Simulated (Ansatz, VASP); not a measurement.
## One calculation of As, two programs

File INCAR:

```
SYSTEM = As
  AGGAC = 1.0
  AGGAX = 1.0
  ALDAC = 0.0
  ALDAX = 1.0
  ALGO = Normal
  EDIFF = 1E-6
  ENCUT = 520
  GGA = B5
  ISIF = 2
  ISMEAR = -1
  LASPH = .True.
  LCHARG = .False.
  LREAL = .False.
  LWAVE = .False.
  NBANDS = 8
  NELM = 80
  PREC = Accurate
  SIGMA = 0.1
```

Contents of KPOINTS:

```
k-points
0
Gamma
  14 14 14
  0 0 0
```

File POSCAR:

```
As
1.0
   -1.7855684296      1.7855684296      1.7855684296
    1.7855684296     -1.7855684296      1.7855684296
    1.7855684296      1.7855684296     -1.7855684296
As
1
Direct
    0.0000000000      0.0000000000      0.0000000000
```

Input for Ansatz:

```yaml
crystal:
  lattice:
    - [-1.7855684296, 1.7855684296, 1.7855684296]
    - [1.7855684296, -1.7855684296, 1.7855684296]
    - [1.7855684296, 1.7855684296, -1.7855684296]
  atoms:
    - { symbol: As, position: [0.0, 0.0, 0.0] }
hamiltonian:
  xc: blyp
  pseudopotentials:
    kind: paw
    azcp:
      As: "pseudopotentials/As.paw.azcp"
basis:
  ecutwfc: 420
  fft_grid_basis: typed
kpoints:
  mp_grid: { grid: [14, 14, 14], shift: [0, 0, 0] }
magnetization:
  spin_polarized: false
scf:
  occupations: { method: fermi_dirac, width: 0.1 }
  lower_state_search: "off"
output:
  stress: true
```

Alike in both runs: task single point; functional BLYP; k mesh 14 × 14 × 14; occupations fermi-dirac, width 0.1 eV; no spin polarisation.

```csv
,VASP,Ansatz
version,VASP 6.6.1,Ansatz 0.2.0
potentials or method,"VASP PAW PBE potentials, release 64 (As)","plane waves (420 eV) with PAW, scalar-relativistic"
plane-wave cutoff (eV),520,420
valence electrons in the cell,5,15
```

```csv
,VASP,Ansatz,Ansatz less VASP
pressure (GPa),-4.0,-4.2,-0.13
```

The two sets of potentials don't hold the same shells in valence.

Caveats: the PAW data sets were made with another functional, which shifts forces and pressure a little (VASP).
